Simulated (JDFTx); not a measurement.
# BeS (F-43m) in JDFTx: equation of state, part 2 of 2

JDFTx 1.7.0 (patched build). The steps go on from the part before.

## (5) Equation of state, PBEsol, 14.26 Å³/atom

Contents of BeS.in:

```
lattice \
    0.0000000000     4.5825858522     4.5825858522 \
    4.5825858522     0.0000000000     4.5825858522 \
    4.5825858522     4.5825858522     0.0000000000
coords-type Lattice
ion S      0.7500000000     0.7500000000     0.7500000000 1
ion Be     0.0000000000     0.0000000000     0.0000000000 1

ion-species pseudo/S.upf
ion-species pseudo/Be.upf
elec-cutoff 44 352
elec-ex-corr gga-PBEsol
kpoint-folding 9 9 9
elec-smearing Fermi 0.0018374661
elec-n-bands 10
electronic-SCF nIterations 100 energyDiffThreshold 1e-09
electronic-minimize nIterations 30 energyDiffThreshold 1e-7
forces-output-coords Cartesian

dump-name run.$VAR
dump End Ecomponents EigStats BandEigs Kpoints Forces Stress ElecDensity Dtot KEdensity
```

Potentials or basis: PseudoDojo-SR-PBEsol-0.4.1-standard with smoothed tails.

Launch:

```bash
$ jdftx -c 1 -i BeS.in -o BeS.out
```

The log of the run:

```text
*************** JDFTx 1.7.0 (patched build) ***************

Input parsed successfully to the following command list (including defaults):
[... the input with its defaults ...]

---------- Setting up symmetries ----------

Found 48 point-group symmetries of the bravais lattice
Found 24 space-group symmetries with basis
Applied RMS atom displacement 0 bohrs to make symmetries exact.

---------- Initializing the Grid ----------
R =
[            0      4.58259      4.58259  ]
[      4.58259            0      4.58259  ]
[      4.58259      4.58259            0  ]
unit cell volume = 192.469
G =
[   -0.68555    0.68555    0.68555  ]
[    0.68555   -0.68555    0.68555  ]
[    0.68555    0.68555   -0.68555  ]
Minimum fftbox size, Smin = [  56  56  56  ]
Chosen fftbox size, S = [  56  56  56  ]

---------- Initializing tighter grid for wavefunction operations ----------
R =
[            0      4.58259      4.58259  ]
[      4.58259            0      4.58259  ]
[      4.58259      4.58259            0  ]
unit cell volume = 192.469
G =
[   -0.68555    0.68555    0.68555  ]
[    0.68555   -0.68555    0.68555  ]
[    0.68555    0.68555   -0.68555  ]
Minimum fftbox size, Smin = [  40  40  40  ]
Chosen fftbox size, S = [  40  40  40  ]

---------- Exchange Correlation functional ----------
Initalized PBEsol GGA exchange.
Initalized PBEsol GGA correlation.

---------- Setting up pseudopotentials ----------
Width of ionic core gaussian charges (only for fluid interactions / plotting) set to 0

Reading pseudopotential file 'pseudo/S.upf':
  'S' pseudopotential, 'PBESOL' functional
  Generated using ONCVPSP code by D. R. Hamann
  6 valence electrons, 2 orbitals, 6 projectors, 1001 radial grid points, with lMax = 2
    3S    l: 0   occupation:  2.0   eigenvalue: -0.631879
    3P    l: 1   occupation:  4.0   eigenvalue: -0.256451
  Core radius for overlap checks: 1.58 bohrs.

Reading pseudopotential file 'pseudo/Be.upf':
  'Be' pseudopotential, 'PBESOL' functional
  Generated using ONCVPSP code by D. R. Hamann
  4 valence electrons, 2 orbitals, 4 projectors, 1001 radial grid points, with lMax = 1
    1S    l: 0   occupation:  2.0   eigenvalue: -3.875373
    2S    l: 0   occupation:  2.0   eigenvalue: -0.203711
  Core radius for overlap checks: 1.30 bohrs.

Initialized 2 species with 2 total atoms.

Folded 1 k-points by 9x9x9 to 729 k-points.

---------- Setting up k-points, bands, fillings ----------
Adding inversion symmetry to k-mesh for non-inversion-symmetric unit cell.
Reduced to 35 k-points under symmetry.
Computing the number of bands and number of electrons
Calculating initial fillings.
nElectrons:  10.000000   nBands: 10   nStates: 35

----- Setting up reduced wavefunction bases (one per k-point) -----
average nbasis = 2682.254 , ideal nbasis = 2683.088

---------- Setting up ewald sum ----------
Optimum gaussian width for ewald sums = 2.081331 bohr.
Real space sum over 1331 unit cells with max indices [  5  5  5  ]
Reciprocal space sum over 2197 terms with max indices [  6  6  6  ]

---------- Allocating electronic variables ----------
Initializing wave functions:  linear combination of atomic orbitals
Note: number of bands (10) exceeds available atomic orbitals (6)
S pseudo-atom occupations:   s ( 2 )  p ( 4 )
Be pseudo-atom occupations:   s ( 2 2 )
	FillingsUpdate:  mu: +0.342713385  nElectrons: 10.000000
LCAOMinimize: Iter:   0  F: -24.0494559811945408  |grad|_K:  3.828e-03  alpha:  1.000e+00
	FillingsUpdate:  mu: +0.300000000  nElectrons: 10.000000
LCAOMinimize: Iter:   1  F: -24.0664293963616380  |grad|_K:  1.103e-04  alpha:  6.402e-01  linmin: -3.855e-02  cgtest:  7.171e-02
LCAOMinimize: Encountered beta<0, resetting CG.
[... 4 lines of inner loops ...]
LCAOMinimize: Iter:   3  F: -24.0664491531266158  |grad|_K:  1.929e-07  alpha:  9.045e-01  linmin: -5.044e-05  cgtest:  1.704e-04
	FillingsUpdate:  mu: +0.300000000  nElectrons: 10.000000
LCAOMinimize: Iter:   4  F: -24.0664491531722362  |grad|_K:  2.697e-09  alpha:  7.006e-01  linmin:  2.110e-02  cgtest: -5.887e-02
LCAOMinimize: Converged (|Delta F|<1.000000e-06 for 2 iters).

-------- Electronic minimization -----------
Will mix electronic density at each iteration.
	FillingsUpdate:  mu: +0.300000000  nElectrons: 10.000000
	FillingsUpdate:  mu: +0.266074190  nElectrons: 10.000000
SCF: Cycle:  0   F: -24.181689945186477   dF: -1.152e-01   |Residual|: 1.753e-01   |deigs|: 2.131e-01
	FillingsUpdate:  mu: +0.257729727  nElectrons: 10.000000
SCF: Cycle:  1   F: -24.215664300221896   dF: -3.397e-02   |Residual|: 6.145e-02   |deigs|: 2.880e-02
	FillingsUpdate:  mu: +0.259710080  nElectrons: 10.000000
SCF: Cycle:  2   F: -24.219215596960304   dF: -3.551e-03   |Residual|: 1.574e-02   |deigs|: 1.542e-02
	FillingsUpdate:  mu: +0.261003664  nElectrons: 10.000000
SCF: Cycle:  3   F: -24.219332982041259   dF: -1.174e-04   |Residual|: 2.942e-03   |deigs|: 4.041e-03
	FillingsUpdate:  mu: +0.261451168  nElectrons: 10.000000
SCF: Cycle:  4   F: -24.219339241289738   dF: -6.259e-06   |Residual|: 1.290e-03   |deigs|: 1.093e-03
	FillingsUpdate:  mu: +0.261570317  nElectrons: 10.000000
SCF: Cycle:  5   F: -24.219340375638112   dF: -1.134e-06   |Residual|: 2.026e-04   |deigs|: 2.093e-04
	FillingsUpdate:  mu: +0.261580752  nElectrons: 10.000000
SCF: Cycle:  6   F: -24.219340640144971   dF: -2.645e-07   |Residual|: 1.071e-04   |deigs|: 1.254e-04
	FillingsUpdate:  mu: +0.261589247  nElectrons: 10.000000
SCF: Cycle:  7   F: -24.219340735284817   dF: -9.514e-08   |Residual|: 5.834e-05   |deigs|: 3.089e-04
	FillingsUpdate:  mu: +0.261598142  nElectrons: 10.000000
SCF: Cycle:  8   F: -24.219340768310069   dF: -3.303e-08   |Residual|: 7.734e-06   |deigs|: 2.015e-04
	FillingsUpdate:  mu: +0.261597630  nElectrons: 10.000000
SCF: Cycle:  9   F: -24.219340779573798   dF: -1.126e-08   |Residual|: 9.359e-06   |deigs|: 1.555e-04
	FillingsUpdate:  mu: +0.261598424  nElectrons: 10.000000
SCF: Cycle: 10   F: -24.219340783001169   dF: -3.427e-09   |Residual|: 1.469e-06   |deigs|: 3.524e-04
	FillingsUpdate:  mu: +0.261598205  nElectrons: 10.000000
SCF: Cycle: 11   F: -24.219340784321442   dF: -1.320e-09   |Residual|: 4.350e-06   |deigs|: 1.584e-04
	FillingsUpdate:  mu: +0.261598281  nElectrons: 10.000000
SCF: Cycle: 12   F: -24.219340784729781   dF: -4.083e-10   |Residual|: 3.206e-06   |deigs|: 1.016e-04
	FillingsUpdate:  mu: +0.261598377  nElectrons: 10.000000
SCF: Cycle: 13   F: -24.219340784904226   dF: -1.744e-10   |Residual|: 5.758e-07   |deigs|: 1.499e-04
SCF: Converged (|Delta E|<1.000000e-09 for 2 iters).

Setting wave functions to eigenvectors of Hamiltonian

# Stress tensor in Cartesian coordinates [Eh/a0^3]:
[  2.08878e-05            0            0  ]
[            0  2.08878e-05            0  ]
[            0            0  2.08878e-05  ]

# Ionic positions in lattice coordinates:
ion S   0.750000000000000   0.750000000000000   0.750000000000000 1
ion Be   0.000000000000000   0.000000000000000   0.000000000000000 1

# Forces in Cartesian coordinates:
force S   0.000000000000000   0.000000000000000  -0.000000000000000 1
force Be   0.000000000000000  -0.000000000000000   0.000000000000000 1

# Energy components:
   Eewald =      -15.1064138974246536
       EH =        3.7628308478934001
     Eloc =      -11.9930740647378808
      Enl =       -8.6256853962811455
      Exc =       -5.5520269666896525
 Exc_core =        0.7613771269139066
       KE =       12.5336515654218061
-------------------------------------
     Etot =      -24.2193407849042259
       TS =        0.0000000000000006
-------------------------------------
        F =      -24.2193407849042259

IonicMinimize: Iter:   0  F: -24.219340784904226  |grad|_K:  4.901e-36
IonicMinimize: Converged (|grad|_K<1.000000e-04).

#--- Lowdin population analysis ---
# oxidation-state S -1.062
# oxidation-state Be +1.378

Dumping 'run.eigStats' ...
	eMin: -3.402266 at state 0 ( [ +0.000000 +0.000000 +0.000000 ] spin 0 )
	HOMO: +0.201985 at state 0 ( [ +0.000000 +0.000000 +0.000000 ] spin 0 )
	mu  : +0.261598
	LUMO: +0.313246 at state 23 ( [ +0.000000 +0.444444 +0.444444 ] spin 0 )
	eMax: +0.752337 at state 23 ( [ +0.000000 +0.444444 +0.444444 ] spin 0 )
	HOMO-LUMO gap: +0.111261
	Optical gap  : +0.205619 at state 0 ( [ +0.000000 +0.000000 +0.000000 ] spin 0 )
Done!
[note: the Lowdin charges miss the electrons that lie outside the files' atomic orbitals]
[note: mu as printed may lie anywhere between the filled and the empty levels]
```

Wall time 37 s (1 thread of AMD EPYC 7R43 (Zen 3), shared host); peak memory 0.1 GiB.

What came out:

```yaml
Free_energy: -659.0418 eV
Pressure: -0.6 GPa
Band_gap_on_the_k_mesh: 3.03 eV, indirect (least direct gap 5.60 eV)
```

Caveat: an odd mesh through Γ misses points on the zone boundary, where band edges often lie.

## (6) Equation of state, PBEsol, 14.55 Å³/atom (volume scaled by 1.02)

Changes to BeS.in since step 5:

```diff
@@ -1,5 +1,5 @@
 lattice \
-    0.0000000000     4.5825858522     4.5825858522 \
-    4.5825858522     0.0000000000     4.5825858522 \
-    4.5825858522     4.5825858522     0.0000000000
+    0.0000000000     4.6129349874     4.6129349874 \
+    4.6129349874     0.0000000000     4.6129349874 \
+    4.6129349874     4.6129349874     0.0000000000
 coords-type Lattice
```

Potentials or basis: PseudoDojo-SR-PBEsol-0.4.1-standard with smoothed tails.

Launch:

```bash
$ jdftx -c 1 -i BeS.in -o BeS.out
```

It took 35 s on 1 thread of AMD EPYC 7R43 (Zen 3), shared host; peak memory 0.11 GiB.

It converged, with:

| Item | Value |
| --- | --- |
| Free energy | -659.0364 eV |
| Pressure | -2.4 GPa |
| Band gap on the k mesh | 3.07 eV, indirect (least direct gap 5.54 eV) |

Caveat: an odd mesh through Γ misses points on the zone boundary, where band edges often lie.

## (7) Equation of state, PBEsol, 14.83 Å³/atom (volume scaled by 1.04)

Changes to BeS.in since step 6:

```diff
@@ -1,5 +1,5 @@
 lattice \
-    0.0000000000     4.6129349874     4.6129349874 \
-    4.6129349874     0.0000000000     4.6129349874 \
-    4.6129349874     4.6129349874     0.0000000000
+    0.0000000000     4.6428899501     4.6428899501 \
+    4.6428899501     0.0000000000     4.6428899501 \
+    4.6428899501     4.6428899501     0.0000000000
 coords-type Lattice
```

Launch:

```bash
$ jdftx -c 1 -i BeS.in -o BeS.out
```

It took 37 s on 1 thread of AMD EPYC 7R43 (Zen 3), shared host; peak memory 0.11 GiB.

It converged, with:

- Free energy: -659.0249 eV
- Pressure: -4.1 GPa
- Band gap on the k mesh: 3.11 eV, indirect (least direct gap 5.38 eV)

Caveat: an odd mesh through Γ misses points on the zone boundary, where band edges often lie.

## (8) Equation of state, PBEsol, 15.12 Å³/atom (volume scaled by 1.06)

Changes to BeS.in since step 7:

```diff
@@ -1,5 +1,5 @@
 lattice \
-    0.0000000000     4.6428899501     4.6428899501 \
-    4.6428899501     0.0000000000     4.6428899501 \
-    4.6428899501     4.6428899501     0.0000000000
+    0.0000000000     4.6724632948     4.6724632948 \
+    4.6724632948     0.0000000000     4.6724632948 \
+    4.6724632948     4.6724632948     0.0000000000
 coords-type Lattice
```

Launch:

```bash
$ jdftx -c 1 -i BeS.in -o BeS.out
```

It took 38 s on 1 thread of AMD EPYC 7R43 (Zen 3), shared host; peak memory 0.1 GiB.

The run converged. Its results:

```
Free energy            : -659.0077 eV
Pressure               : -5.6 GPa
Band gap on the k mesh : 3.14 eV, indirect (least direct gap 5.23 eV)
```

Caveat: an odd mesh through Γ misses points on the zone boundary, where band edges often lie.

## (9) Equation of state, PBEsol

Potentials or basis: PseudoDojo-SR-PBEsol-0.4.1-standard with smoothed tails.

This step only gathers the single runs of the series.

What came out:

```
Equilibrium volume                      : 14.17 Å³/atom
Bulk modulus                            : 97 GPa
Pressure derivative of the bulk modulus : 3.8
```

Energy against volume, from the lowest point:
| volume (Å³/atom) | energy (meV/atom) |
| --- | --- |
| 13.405 | 13.58 |
| 13.690 | 5.08 |
| 13.975 | 0.68 |
| 14.261 | 0.00 |
| 14.546 | 2.71 |
| 14.831 | 8.48 |
| 15.116 | 17.06 |
